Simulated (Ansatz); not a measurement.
# Sc2CS2 MXene monolayer in a perpendicular field

Aim: how the Sc2CS2 MXene monolayer screens a field along its normal, and what the field does to its bands. A positive field points along +c.

Method: plane-wave DFT, PBE-D3(BJ), Ansatz PAW, in the first sound run; inputs show where later runs differ, in Ansatz 0.2.0.

This is a report of a sequence of runs, with most program output left out.

In doubt: Bader basins on short bonds can need a finer grid (steps 3, 7), which would bear on Bader charges.

## Step 1: The structure

The cell holds 5 atoms: 2 S, 2 Sc and 1 C. Its edges and angles: a = 3.226 Å, b = 3.226 Å, c = 43.216 Å, α = 90.0°, β = 90.0°, γ = 120.0°. Vacuum lies along c.

Coordinates:

```cif
data_structure
_symmetry_space_group_name_H-M 'P 1'
_symmetry_Int_Tables_number 1
_cell_length_a 3.2261
_cell_length_b 3.2261
_cell_length_c 43.2164
_cell_angle_alpha 90.000
_cell_angle_beta 90.000
_cell_angle_gamma 120.000
_cell_volume 389.52
loop_
_atom_site_label
_atom_site_type_symbol
_atom_site_fract_x
_atom_site_fract_y
_atom_site_fract_z
_atom_site_occupancy
S1 S 0.33333 0.66667 0.42924 1
Sc2 Sc 0.66667 0.33333 0.47055 1
C3 C 0.00000 0.00000 0.50000 1
Sc4 Sc 0.33333 0.66667 0.52945 1
S5 S 0.66667 0.33333 0.57076 1
```

## Step 2: Relaxation

The starting cell is a guess, so the in-plane lattice and the atoms are relaxed first, with the slab cut off from its images along the normal.

Input file input.yaml:

```yaml
crystal:
  lattice:
    - [3.22608, 0.0, 0.0]
    - [-1.61304, 2.7938672346, 0.0]
    - [0.0, 0.0, 43.2163980777]
  atoms:
    - { symbol: S, position: [0.3333333333, 0.6666666667, 0.4292352168] }
    - { symbol: Sc, position: [0.6666666667, 0.3333333333, 0.470545319] }
    - { symbol: C, position: [0.0, 0.0, 0.5] }
    - { symbol: Sc, position: [0.3333333333, 0.6666666667, 0.529454681] }
    - { symbol: S, position: [0.6666666667, 0.3333333333, 0.5707647832] }
  periodic: [true, true, false]
kpoints:
  mp_grid: { grid: [12, 12, 1] }
hamiltonian:
  xc: pbe
  dispersion: d3bj
scf:
  occupations: { method: fermi_dirac, width: 0.05 }
  convergence: { dr2_threshold: 1.0e-09 }
relax:
  f_tol: 0.004
  max_steps: 90
  cell: {}
output:
  write_potential: true
  write_density: true
  volumetric_format: npy
```

Run with:

```console
ansatz run input.yaml --threads 4 --pin off --max-ram 6144MiB --backend cpu --events-out ev --progress --plain --runs-dir out
```

Wall time 57 s (4 threads of Intel Xeon Platinum 8259CL at 2.50GHz (Skylake/Cascade Lake), shared host); peak memory 1.2 GiB; 3.6 min of CPU time.

The steps of the relaxation:

| step | energy less that of the first step (eV) | largest force component (eV/Å) | volume (Å³) |
| --- | --- | --- | --- |
| 1 | 0.0000 | 0.6524 | 389.52 |
| 2 | -0.0569 | 0.2700 | 396.29 |
| 3 | -0.0863 | 0.2253 | 405.82 |
| 4 | -0.0979 | 0.2334 | 410.20 |
| 5 | -0.1401 | 0.0800 | 424.70 |
| 6 | -0.1250 | 0.6847 | 455.05 |
| 7 | -0.1594 | 0.0948 | 436.34 |
| 8 | -0.1690 | 0.0528 | 446.38 |
| 9 | -0.1697 | 0.0157 | 447.90 |
| 10 | -0.1697 | 0.0033 | 448.04 |
| 11* | -0.1800 | 0.0034 | 448.04 |
| 12 | -0.1800 | 0.0090 | 449.53 |
| 13 | -0.1800 | 0.0012 | 449.60 |
| 14* | -0.1802 | 0.0012 | 449.60 |

Relaxation steps marked * repeat the geometry before them on a plane-wave basis chosen anew for their cell, so energy and pressure can jump there. Relaxation step 6 was tried and not accepted.

The run keeps the 12 symmetry operations that it works with, so distortions that break them were not tested.

| cell as run | before | after | change |
| --- | --- | --- | --- |
| a (Å) | 3.226 | 3.466 | +7.4 % |
| b (Å) | 3.226 | 3.466 | +7.4 % |

The atoms that moved most (Å, along periodic axes as changes of fractional coordinates times the final cell, across vacuum about the mean position):

| atom | dx | dy | dz | length |
| --- | --- | --- | --- | --- |
| S1 | 0.000 | 0.000 | 0.259 | 0.259 |
| S5 | 0.000 | 0.000 | -0.259 | 0.259 |
| Sc4 | 0.000 | 0.000 | 0.061 | 0.061 |
| Sc2 | 0.000 | 0.000 | -0.061 | 0.061 |

Final coordinates:

```xyz
5
Lattice="3.4659 0.0000 0.0000 -1.7330 3.0016 0.0000 0.0000 0.0000 43.2164" Properties=species:S:1:pos:R:3
S     0.0000    2.0011   18.8090
Sc    1.7330    1.0005   20.2748
C     0.0000    0.0000   21.6082
Sc    0.0000    2.0011   22.9416
S     1.7330    1.0005   24.4074
```

This step gave:

```yaml
energy_at_zero_smearing: -6331.7688 eV
```

The lattice constant a goes from 3.226 to 3.466 Å.

## Step 3: Single point, field 0

A sawtooth potential applies the field, turning back in the middle of the vacuum. With the dipole correction the typed value is the field outside the slab. The induced dipole is small, so the SCF threshold is tight.

The cell differs from the one that the last finished run ended in (c 43.216 → 23.598 Å).

Input file input.yaml:

```yaml
crystal:
  lattice:
    - [3.4659486428, 0.0, 0.0]
    - [-1.7329743214, 3.0015995728, 0.0]
    - [0.0, 0.0, 23.5984748336]
  atoms:
    - { symbol: S, position: [0.3333333333, 0.6666666667, 0.3813805792] }
    - { symbol: Sc, position: [0.6666666667, 0.3333333333, 0.4434944099] }
    - { symbol: C, position: [0.0, 0.0, 0.5] }
    - { symbol: Sc, position: [0.3333333333, 0.6666666667, 0.5565055901] }
    - { symbol: S, position: [0.6666666667, 0.3333333333, 0.6186194208] }
kpoints:
  mp_grid: { grid: [18, 18, 1] }
  band_path:
    path: [[0, 0, 0], [0.5, 0, 0], [0.33333333, 0.33333333, 0], [0, 0, 0]]
    npoints: 16
hamiltonian:
  xc: pbe
  dispersion: d3bj
scf:
  occupations: { method: fermi_dirac, width: 0.05 }
  convergence: { dr2_threshold: 1.0e-10 }
efield:
  axis: 3
  dipole_correction: true
  ramp_position: 0.97
  ramp_width: 0.06
  amplitude: 0
output:
  dos: { projected: true, e_range: [-6, 5] }
  bader: true
  write_potential: true
  write_density: true
  volumetric_format: npy
  elf: true
```

Run time: 31 s. Hardware: 4 threads; peak memory 0.89 GiB.

Numbers from this step:

* energy at zero smearing: -6331.7701 eV
* work function, upper face: 6.828 eV
* dipole along the normal: 9.46e-8 e·Å

Running mean over a fixed 2.5 Å (it still follows the layers) of the planar mean; the ramp of the sawtooth is left out. The electron's electrostatic potential energy less the Fermi level by z:

| z (Å) | electron's electrostatic potential energy less the Fermi level (eV) |
| --- | --- |
| 3.0 | 6.83 |
| 3.5 | 6.83 |
| 4.0 | 6.83 |
| 4.5 | 6.83 |
| 5.0 | 6.83 |
| 5.5 | 6.82 |
| 6.0 | 6.81 |
| 6.5 | 6.73 |
| 7.0 | 6.31 |
| 7.5 | 4.77 |
| 8.0 | 2.46 |
| 8.5 | 0.192 |
| 9.0 | -2.32 |
| 9.5 | -5.16 |
| 10.0 | -6.00 |
| 10.5 | -5.87 |
| 11.0 | -5.83 |
| 11.5 | -5.44 |
| 12.0 | -5.37 |
| 12.5 | -5.78 |
| 13.0 | -5.87 |
| 13.5 | -5.97 |
| 14.0 | -5.55 |
| 14.5 | -2.93 |
| 15.0 | -0.238 |
| 15.5 | 1.99 |
| 16.0 | 4.34 |
| 16.5 | 6.12 |
| 17.0 | 6.69 |
| 17.5 | 6.80 |
| 18.0 | 6.82 |
| 18.5 | 6.83 |
| 19.0 | 6.83 |
| 19.5 | 6.83 |
| 20.0 | 6.83 |
| 20.5 | 6.83 |

The density of states has structure finer than the step of the table below, so its rows give means over 0.2 eV, whole bins alone (the curve runs from -6 to 1.99 eV). Peaks (eV: height): -2.69: 6.08, -2.20: 20.1, -1.29: 6.64, -1.04: 10.8, -0.90: 16.0, -0.68: 9.24, -0.46: 9.50.

Table of density of states by energy, zero at the Fermi level; means over each step:

energy (eV), density of states (states/eV a cell) and a bar:
```
     -3.8        0.0 
     -3.6        0.2 #
     -3.4        1.0 ###
     -3.2        1.4 ####
     -3.0        2.2 #######
     -2.8        4.9 ###############
     -2.6        4.1 #############
     -2.4        2.5 ########
     -2.2        9.7 ##############################
     -2.0        2.7 ########
     -1.8        3.1 ##########
     -1.6        3.3 ##########
     -1.4        4.7 ##############
     -1.2        4.6 ##############
     -1.0        8.7 ###########################
     -0.8        7.1 ######################
     -0.6        7.6 ########################
     -0.4        6.5 ####################
     -0.2        4.5 ##############
      0.0        3.6 ###########
      0.2        2.6 ########
      0.4        1.6 #####
      0.6        1.5 #####
      0.8        1.5 #####
      1.0        0.5 ##
      1.2        0.3 #
      1.4        0.0 
      1.6        0.0 
      1.8        0.2 #
```

Projected DOS per atom over height of the atomic layer and energy from the Fermi level. Layers: S Sc C Sc S from below.

Values in states/eV, 22 rows by 5 columns, each cell a mean:
```
0.03 0.16 0.01 0.16 0.03
0.01 0.00 0.01 0.00 0.01
0.11 0.02 0.16 0.02 0.11
0.37 0.09 0.51 0.09 0.37
0.41 0.15 0.68 0.15 0.41
0.82 0.28 1.52 0.28 0.82
1.48 0.63 1.67 0.63 1.48
1.81 0.92 1.84 0.92 1.81
1.81 0.90 1.20 0.90 1.81
1.58 0.41 0.41 0.41 1.58
0.92 0.30 0.34 0.30 0.92
1.64 0.61 1.57 0.61 1.64
1.15 0.43 0.48 0.43 1.15
1.08 0.41 0.41 0.41 1.08
0.32 0.18 0.23 0.18 0.32
0.06 0.04 0.05 0.04 0.06
0.00 0.00 0.00 0.00 0.00
0.00 0.00 0.00 0.00 0.00
0.00 0.00 0.00 0.00 0.00
0.00 0.00 0.00 0.00 0.00
0.00 0.00 0.00 0.00 0.00
0.00 0.00 0.00 0.00 0.00
```
Columns: height of the atomic layer (Å) from 9 to 14.6; rows upwards: energy from the Fermi level (eV) from -5.96 to 1.96.

Electronic bands along the path, in eV, zero at the Fermi level:

| point | band 16 | band 17 | band 18 | band 19 | band 20 | band 21 | band 22 | band 23 |
| --- | --- | --- | --- | --- | --- | --- | --- | --- |
| Γ | -0.19 | -0.19 | 0.64 | 1.34 | 1.34 | 3.09 | 3.09 | 3.43 |
| halfway | -0.90 | -0.51 | -0.42 | 0.39 | 0.43 | 2.39 | 3.96 | 4.08 |
| M | -1.03 | -0.99 | -0.64 | -0.14 | 0.17 | 1.82 | 3.83 | 4.78 |
| halfway | -1.31 | -1.18 | -0.74 | -0.74 | -0.32 | 2.73 | 4.28 | 4.54 |
| K | -1.45 | -1.45 | -0.79 | -0.79 | -0.59 | 3.99 | 3.99 | 4.03 |
| halfway | -0.93 | -0.70 | -0.40 | -0.30 | 0.24 | 3.18 | 3.20 | 4.41 |
| Γ | -0.19 | -0.19 | 0.64 | 1.34 | 1.34 | 3.09 | 3.09 | 3.43 |

ELF in the ca plane at fractional y = 0.333, with atoms of Sc and S within 0.2 Å of it. It is the smooth field of the valence electrons, not physical close to the nuclei.

Ten even steps from '0' (0.00) to '9' (0.91), each cell a mean:
```
00000000000000000245641243124310268999863100
00000000000000000011103777511212588779986310
00000000000000000000005614710113686118996310
00000000000000000000004746611112687338986310
00000000000000000123321576313211379999975200
00000000000000001357763111146410137888642000
00000000000000013578887312577511002332100000
00000000000000013678887422688521100111000000
00000000000000002478885201367410014665420000
```
Columns run along c (16.0 Å, from fractional 0.07 to 0.75 of the cell), rows up along a (3.5 Å). Atoms in or near the plane, at fractional coordinates: Sc at (0.44, 0.67), S at (0.62, 0.67).

Valence density in the ca plane at fractional y = 0.333, with atoms of Sc and S within 0.2 Å of it. It is the smooth field of the valence electrons, not physical close to the nuclei.

Ten steps, logarithmic in the rise over the least value, from '0' (0.0 e/Å³) to '9' (7.1 e/Å³), each cell a mean:
```
00000000000000122334553222222345543100000000
00000000000000011247886321123456554210000000
00000000000000011259997411123454355310000000
00000000000000011258997321123455564310000000
00000000000000112236775322122455553200000000
00000000000000123333332332222334432100000000
00000000000001234432222333333222211000000000
00000000000001234432222333333222110000000000
00000000000001233332222333322233321000000000
```
Columns run along c (16.0 Å, from fractional 0.13 to 0.81 of the cell), rows up along a (3.5 Å). Atoms in or near the plane, at fractional coordinates: Sc at (0.44, 0.67), S at (0.62, 0.67).

Electrostatic potential energy in the ca plane at fractional y = 0.333, with atoms of Sc and S within 0.2 Å of it. With pseudopotentials it is smooth inside the atoms' cores, unlike the true potential.

Ten even steps from '0' (-39 eV) to '9' (5 eV), each cell a mean:
```
99999999999999999876456889888876579999999999
99999999999999999851003789998740027999999999
99999999999999999740001689998711205999999999
99999999999999999740002689998720106999999999
99999999999999999864225789888862258999999999
99999999999999998887678888888888889999999999
99999999999999988888888888776789999999999999
99999999999999987888899888766789999999999999
99999999999999998888888888877788999999999999
```
Columns run along c (16.0 Å, from fractional 0.13 to 0.81 of the cell; values clipped at the 3rd and 97th percentile), rows up along a (3.5 Å). Atoms in or near the plane, at fractional coordinates: Sc at (0.44, 0.67), S at (0.62, 0.67).

The work function of the upper face is 6.83 eV.

## Step 4: Atoms held, field 0.1 V/Å

Edit input.yaml of step 3 so:

```diff
@@ -27,6 +27,4 @@
   ramp_width: 0.06
-  amplitude: 0
+  amplitude: 0.1
 output:
-  dos: { projected: true, e_range: [-6, 5] }
-  bader: true
   write_potential: true
@@ -34,2 +32 @@
   volumetric_format: npy
-  elf: true
```

The job ended after 9.6 s (4 threads; peak memory 0.84 GiB).

The dipole is 0.0435 e·Å.

## Step 5: Atoms held, field -0.1 V/Å

Edit input.yaml of step 4 so:

```diff
@@ -27,3 +27,3 @@
   ramp_width: 0.06
-  amplitude: 0.1
+  amplitude: -0.1
 output:
```

It took 9.5 s on 4 threads; peak memory 0.84 GiB; 37 s of CPU time.

The dipole is -0.0435 e·Å.

## Step 6: Single point, field 0.5 V/Å

Edit input.yaml of step 5 so:

```diff
@@ -27,3 +27,3 @@
   ramp_width: 0.06
-  amplitude: -0.1
+  amplitude: 0.5
 output:
```

Wall time 10 s (4 threads); peak memory 0.85 GiB.

The dipole is 0.217 e·Å.

## Step 7: Atoms held, field -0.3 V/Å

Edit input.yaml of step 6 so:

```diff
@@ -27,4 +27,6 @@
   ramp_width: 0.06
-  amplitude: 0.5
+  amplitude: -0.3
 output:
+  dos: { projected: true, e_range: [-6, 5] }
+  bader: true
   write_potential: true
@@ -32 +34,2 @@
   volumetric_format: npy
+  elf: true
```

Elapsed: 32 s, on 4 threads; peak memory 0.85 GiB; 2.1 min of CPU time.

The dipole is -0.130 e·Å.

## Step 8: Response, atoms held

This step: plane-wave DFT, PBE-D3(BJ), Ansatz PAW; response to a field along the normal, atoms held (Ansatz 0.2.0).

The dipoles give the slope, and the difference of two potentials shows where the field is screened.

This step gave:

```
equivalent conductor thickness p/(ε₀AE) : 7.563 Å
distance between the outer atoms        : 5.598 Å
```

The dipole of the cell by applied field:

| applied field (V/Å) | dipole of the cell (e·Å) |
| --- | --- |
| -0.300 | -0.130 |
| -0.100 | -0.0435 |
| 0.000 | 0 |
| 0.100 | 0.0435 |
| 0.500 | 0.217 |

Local field over the applied field, running mean. From the potentials at -0.1 and 0.1 V/Å; running mean over 2.5 Å. The local field over applied field by z:

| z (Å) | local field over applied field |
| --- | --- |
| 4.5 | 0.999 |
| 5.0 | 0.998 |
| 5.5 | 0.993 |
| 6.0 | 0.979 |
| 6.5 | 0.938 |
| 7.0 | 0.843 |
| 7.5 | 0.688 |
| 8.0 | 0.508 |
| 8.5 | 0.322 |
| 9.0 | 0.155 |
| 9.5 | 0.0515 |
| 10.0 | 0.0155 |
| 10.5 | 0.00582 |
| 11.0 | 0.0106 |
| 11.5 | 0.0259 |
| 12.0 | 0.0279 |
| 12.5 | 0.0134 |
| 13.0 | 0.00523 |
| 13.5 | 0.0128 |
| 14.0 | 0.0396 |
| 14.5 | 0.129 |
| 15.0 | 0.286 |
| 15.5 | 0.471 |
| 16.0 | 0.654 |
| 16.5 | 0.817 |
| 17.0 | 0.924 |
| 17.5 | 0.973 |
| 18.0 | 0.992 |
| 18.5 | 0.998 |
| 19.0 | 0.999 |

Electrons, planar mean, per unit field. The induced electron density by z:

| z (Å) | induced electron density (e/Å³ per V/Å) |
| --- | --- |
| 4.5 | 1.8e-6 |
| 5.0 | 6.9e-6 |
| 5.5 | 2.6e-5 |
| 6.0 | 8.9e-5 |
| 6.5 | 2.9e-4 |
| 7.0 | 8.4e-4 |
| 7.5 | 0.00214 |
| 8.0 | 0.00376 |
| 8.5 | 0.00274 |
| 9.0 | 7.0e-4 |
| 9.5 | 8.7e-4 |
| 10.0 | -1.5e-4 |
| 10.5 | -7.4e-4 |
| 11.0 | -3.4e-5 |
| 11.5 | 3.5e-4 |
| 12.0 | -2.7e-4 |
| 12.5 | -8.6e-5 |
| 13.0 | 6.5e-4 |
| 13.5 | 3.3e-4 |
| 14.0 | -7.4e-4 |
| 14.5 | -7.6e-4 |
| 15.0 | -0.00218 |
| 15.5 | -0.00390 |
| 16.0 | -0.00249 |
| 16.5 | -0.00102 |
| 17.0 | -3.6e-4 |
| 17.5 | -1.1e-4 |
| 18.0 | -3.2e-5 |
| 18.5 | -9.1e-6 |
| 19.0 | -2.4e-6 |

By hand: between -0.1 and 0.1 V/Å the dipole changes by 0.08696 e·Å, a slope of 0.4348 e·Å²/V. A perfect conductor of thickness t has p = ε₀AEt, so t = 180.95 × 0.4348 / 10.403 = 7.56 Å (e/ε₀ = 180.95 V·Å, A in Å²).

The induced dipole is that of a conductor 7.56 Å thick.

## Step 9: Field on, atoms free, field 0.1 V/Å

This step: plane-wave DFT, PBE-D3(BJ), Ansatz PAW (Ansatz 0.2.0).

Now the atoms may follow the field. A weak field makes forces of meV/Å to tens of meV/Å, so the force tolerance is set well below the usual one.

input.yaml, the sections that differ from step 7:

```yaml
kpoints:
  mp_grid: { grid: [12, 12, 1] }
efield:
  axis: 3
  dipole_correction: true
  ramp_position: 0.97
  ramp_width: 0.06
  amplitude: 0.1
relax:
  f_tol: 0.001
  max_steps: 60
output:
  write_potential: true
  write_density: true
  volumetric_format: npy
# crystal, hamiltonian, scf: as in step 7
```

Run time: 7.3 s. Hardware: 4 threads; peak memory 0.74 GiB; 27 s of CPU time.

Hardly anything moved in the relaxation; the energy changed by under 0.2 meV an atom.

This step gave:

```yaml
energy_at_zero_smearing: -6331.7724 eV
dipole_along_the_normal: 0.04357 e·Å
```

The relaxation took 3 steps and lowered the energy by 4.2e-6 eV; the largest force on the free atoms ends at 4.2e-4 eV/Å.

The dipole is 0.0436 e·Å.

## Step 10: Relaxing in the field, field -0.1 V/Å

The opposite sign, again from the field-free geometry; the difference of the two cancels what relaxes without a field.

Edit input.yaml of step 9 so:

```diff
@@ -24,3 +24,3 @@
   ramp_width: 0.06
-  amplitude: 0.1
+  amplitude: -0.1
 relax:
```

Elapsed: 7.2 s, on 4 threads; peak memory 0.74 GiB.

Hardly anything moved in the relaxation; the energy changed by under 0.2 meV an atom.

This step gave:

```yaml
dipole_along_the_normal: -0.04357 e·Å
```

The relaxation took 3 steps and lowered the energy by 4.2e-6 eV; the largest force on the free atoms ends at 4.2e-4 eV/Å.

The dipole is -0.0436 e·Å.

## Step 11: Response, atoms relaxed

This step: plane-wave DFT, PBE-D3(BJ), Ansatz PAW; response to a field along the normal, atoms relaxed (Ansatz 0.2.0).

The same analysis on the two relaxed runs holds the ionic part too; their mesh is coarser, so small differences from the held value can come from that.

Numbers from this step:

```
equivalent conductor thickness p/(ε₀AE) : 7.578 Å
distance between the outer atoms        : 5.599 Å
```

The dipole of the cell by applied field:

| applied field (V/Å) | dipole of the cell (e·Å) |
| --- | --- |
| -0.1000 | -0.0436 |
| 0.1000 | 0.0436 |

Local field over the applied field, running mean. From the potentials at -0.1 and 0.1 V/Å; running mean over 2.5 Å. Local field over applied field against z:

| z (Å) | local field over applied field |
| --- | --- |
| 4.13 | 1.000 |
| 4.57 | 0.999 |
| 5.01 | 0.998 |
| 5.31 | 0.996 |
| 5.75 | 0.988 |
| 6.19 | 0.966 |
| 6.64 | 0.911 |
| 7.08 | 0.797 |
| 7.37 | 0.714 |
| 7.82 | 0.576 |
| 8.26 | 0.434 |
| 8.70 | 0.263 |
| 9.14 | 0.120 |
| 9.59 | 0.0570 |
| 9.88 | 0.0442 |
| 10.32 | 0.0285 |
| 10.77 | -0.0444 |
| 11.21 | -0.00867 |
| 11.65 | 0.0377 |
| 11.95 | 0.0377 |
| 12.39 | -0.00867 |
| 12.83 | -0.0444 |
| 13.27 | 0.0285 |
| 13.72 | 0.0442 |
| 14.01 | 0.0570 |
| 14.45 | 0.120 |
| 14.90 | 0.263 |
| 15.34 | 0.434 |
| 15.78 | 0.576 |
| 16.22 | 0.714 |
| 16.52 | 0.797 |
| 16.96 | 0.911 |
| 17.40 | 0.966 |
| 17.85 | 0.988 |
| 18.29 | 0.996 |
| 18.58 | 0.998 |
| 19.03 | 0.999 |
| 19.47 | 1.000 |

The induced electron density oscillates, so the rows of the table below give means over windows of 1.33 Å about each position, cut where the curve ends. Its maxima inside the range that stand out by 2 % of the span (Å: e/Å³ per V/Å): 8.3: 0.00570, 10.9: -1.6e-4, 12.2: 0.00187, 13.6: 0.00309. Its minima: 10.0: -0.00309, 11.4: -0.00187, 12.7: 1.6e-4, 15.3: -0.00570.

Electrons, planar mean, per unit field. Induced electron density against z; means over each step:

z (Å), induced electron density (e/Å³ per V/Å) and a bar from the least value:
```
     4.79    0.00001 ##################
     6.12    0.00018 ###################
     7.45    0.00258 ##############################
     8.78    0.00236 #############################
    10.11   -0.00194 #########
    11.44   -0.00056 ################
    12.77    0.00131 ########################
    14.10    0.00097 #######################
    15.43   -0.00401 
    16.76   -0.00085 ##############
    18.09   -0.00004 ##################
    19.42    0.00000 ##################
```

The induced dipole is that of a conductor 7.58 Å thick.

[end of part 1 of 2]

[Logs are printed without paths, hosts, clocks, repeated set-up lines and the standing remarks that a program may print on its own settings, such as how far it seeks lower states.]

[Hosts, paths, dates, database ids (printed as entryN), source tags and the programs' standing remarks are cut or masked in the printed files.]

[Maps of the electrostatic potential energy from Ansatz leave out the sawtooth potential of an applied field or a dipole correction, so their vacuum need not be flat; planar profiles and work functions include it.]

[The density of states shown here was stored with 400 of the rows of the run's finer table, so its peaks can read low, often by over a quarter, or be missed, and its means over a window can be off by a tenth or more.]
